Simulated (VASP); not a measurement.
The system is MgH2.

```xyz
3
Lattice="0.0000 2.3650 2.3650 2.3650 0.0000 2.3650 2.3650 2.3650 0.0000" Properties=species:S:1:pos:R:3 pbc="T T T"
Mg    0.0000    0.0000    0.0000
H     1.1825    1.1825    1.1825
H     3.5474    3.5474    3.5474
```

The cell was built by a generator and needn't be a form met in nature.

Base run:

```yaml
Program: VASP 6.6.1
Functional: PBE
Potentials_or_basis: VASP PAW PBE potentials, release 64 (Mg, H)
Cutoff: 520 eV
k_mesh: 8 × 8 × 8
Occupations: fermi-dirac, width 0.02 eV
Spin: no spin polarisation
```

Its results: band gap on the k mesh none (metal or under the smearing width); pressure 0.5 GPa.

Q: After a change of settings the same cell gave: band gap on the k mesh none (metal or under the smearing width); pressure -0.6 GPa. Which change was it?
A. further incar settings from ALGO = Normal; EDIFF = 1e-06; NBANDS = 9 to ALGO = Normal; EDIFF = 1e-07; NBANDS = 9
B. further incar settings from ALGO = Normal; EDIFF = 1e-06; NBANDS = 9 to ALGO = Fast; EDIFF = 1e-06; NBANDS = 9
C. functional from PBE to r2SCAN

A: C.

Caveats: the PAW data sets were made with another functional, which shifts forces and pressure a little (some runs).
